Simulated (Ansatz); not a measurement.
TiAl3 under pressure: fit and missing row

TiAl3, Pm-3m, a = 3.956 Å. This isn't the usual stable structure of the compound. Ansatz: r2SCAN, PAW, 500 eV, Γ-centred 10×10×10 mesh on 4 atoms, Gaussian smearing 0.10 eV; no spin polarisation. Cell and atoms are relaxed at each pressure, and no other structure is tried, so the rows at high pressure may lie past a change of phase.

| V (Å³/atom) | P (GPa) |
| --- | --- |
| 10.614 | 89.99 |
| 11.926 | 49.98 |
| 13.209 | 25.00 |
| ? | 11.92 |
| 14.975 | 4.04 |
| 15.350 | 0.94 |
| 15.474 | -0.01 |
| 15.603 | -0.95 |

Q: Take V0 = 15.474 Å³/atom, count pressures from its P0 = -0.01 GPa, fit the third-order Birch–Murnaghan form to the other rows, and predict the missing volume.

A: With the Eulerian strain f = ½[(V0/V)^(2/3) − 1] and y = (P − P0)/[3f(1 + 2f)^(5/2)], the form is the line y = B0 + 1.5 B0 (B0′ − 4) f. Rows (f, y): 0.14286, 112.0; 0.09481, 113.9; 0.05564, 115.1; 0.01105, 115.7; 0.00269, 116.2; -0.00276, 115.1. Means f = 0.05072, y = 114.67; Σ(Δf)² = 0.01720, ΣΔfΔy = -0.4152; the slope is their ratio. y = 115.9 − 24.14 f GPa, so B0 = 115.9 GPa and B0′ = 4 + 2 × (-24.14)/(3 × 115.9) = 3.86. P = 11.92 GPa is met at f = 0.02986 (y = 115.18), so V = V0 (1 + 2f)^(−3/2) = 14.184 Å³/atom. The run gave 14.187 Å³/atom, so the fit is 0.003 Å³/atom too low, within the rms miss on the fitted rows (0.005 Å³/atom).

The mesh isn't the same in all rows (10×10×10, 12×12×12).